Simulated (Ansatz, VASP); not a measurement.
**Mg3Te in VASP and in Ansatz**

```
Te Mg
1.0
    -2.13936    2.13936    5.28249
     2.13936   -2.13936    5.28249
     2.13936    2.13936   -5.28249
Te Mg
1 3
Direct
  0.00413 0.99907 0.00223
  0.24899 0.75892 0.50304
  0.75360 0.24635 0.49841
  0.49116 0.51464 0.00388
```

Change from the starting cell: atoms moved at random, drawn with an rms of 0.05 Å.

Alike in both runs: task single point; functional PBEsol; k mesh 9 × 9 × 9; occupations fermi-dirac, width 0.05 eV; no spin polarisation.

|  | VASP | Ansatz |
| --- | --- | --- |
| version | VASP 6.6.1 | Ansatz 0.2.0 |
| potentials or method | VASP PAW PBE potentials, release 64 (Te, Mg) | Ansatz PAW |
| plane-wave cutoff (eV) | 520 | 420 |
| valence electrons in the cell | 12 | 46 |

|  | VASP | Ansatz | Ansatz less VASP |
| --- | --- | --- | --- |
| gap on the k mesh at the Fermi level (eV) | none | none | - |
| pressure (GPa) | -1.0 | -1.0 | +0.04 |
| largest component of the traceless stress (GPa) | 0.18 | 0.15 | -0.029 |
| rms of the force components (eV/Å) | 0.094 | 0.093 | -0.0008 |

Atom by atom the forces differ by 0.001 eV/Å (rms over components). A gap of «none» marks a metal or a gap that the smearing closes. The two sets of potentials don't hold the same shells in valence.

Caveats: the PAW data sets were made with another functional, which shifts forces and pressure a little (VASP); the PAW data sets come from PBE, with cores solved anew for the run's functional, which leaves a small shift of forces and pressure (Ansatz). Spin-orbit coupling is left out, which matters for the levels of Te.
